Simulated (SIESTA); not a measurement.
HgSe:

```
Hg Se
1.0
     0.00000    3.03900    3.03900
     3.03900    0.00000    3.03900
     3.03900    3.03900    0.00000
Hg Se
1 1
Direct
  0.00000 0.00000 0.00000
  0.75000 0.75000 0.75000
```

Program: SIESTA 5.4.2. Alike in all runs: task band structure; no spin polarisation; cell as given; k mesh 8 × 8 × 8; smearing fermi-dirac 0.05 eV; grid cutoff 800 Ry.

Order these runs on this cell by their pressure, lowest first.
A. level revPBE; potentials or basis PseudoDojo 0.4 standard (PBE files), DZP (energy shift 0.002 Ry); energy shift 0.002 Ry
B. level PBE; potentials or basis PseudoDojo 0.4 standard (PBE files), TZDP (energy shift 0.01 Ry); energy shift 0.01 Ry
C. level PBE; potentials or basis PseudoDojo 0.4 standard (PBE files), DZP (energy shift 0.002 Ry); energy shift 0.002 Ry

B (1.4 GPa), C (6.5 GPa), A (8.0 GPa).

Caveats: semicore shells carry a single zeta, which can move pressures by several GPa and volumes by a few percent; the basis of atomic orbitals isn't converged, which shifts pressures, moduli and gaps; the potentials were made for another functional, which shifts forces and pressure (some runs).
